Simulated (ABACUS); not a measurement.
Here is an ABACUS 3.10.1 calculation.

INPUT

```
INPUT_PARAMETERS
suffix              Ta
calculation         scf
basis_type          pw
pseudo_dir          ./
symmetry            1
dft_functional      GGA_XC_HLE16
ecutwfc             40
pseudo_rcut         10
nspin               1
nbands              17
ks_solver           dav
smearing_method     fd
smearing_sigma      0.00367493
scf_thr             1e-08
scf_nmax            100
mixing_type         broyden
mixing_beta         0.7
cal_force           1
cal_stress          1
ecutrho             320
out_chg             1
kpar                4
```

The input STRU:

```
ATOMIC_SPECIES
Ta 180.9479 ta_pbe_v1.uspp.F.UPF

LATTICE_CONSTANT
1.8897261246

LATTICE_VECTORS
-1.6512800000 1.6512800000 1.6512800000
1.6512800000 -1.6512800000 1.6512800000
1.6512800000 1.6512800000 -1.6512800000

ATOMIC_POSITIONS
Direct

Ta
0.0
1
0.0000000000 0.0000000000 0.0000000000 1 1 1
```

The input KPT:

```
K_POINTS
0
Gamma
9 9 9 0 0 0
```

Potentials or basis: GBRV ultrasoft 1.5 PBE, plane waves.

Command:

```sh
$ OMP_NUM_THREADS=1 mpirun -np 4 abacus > log
```

Predict the pressure.

-43.2 GPa.

Predict the band gap on the k mesh.

none (metal or under the smearing width).

Caveat: the cell as given lies far from equilibrium; the potentials were made for a functional far from this one; so large a pressure means that the cell lies far from this level's equilibrium, or that cutoff or potentials fall short; the potentials were made for another functional, which shifts forces and pressure. The run has no spin-orbit coupling, so splittings on Ta are missing.
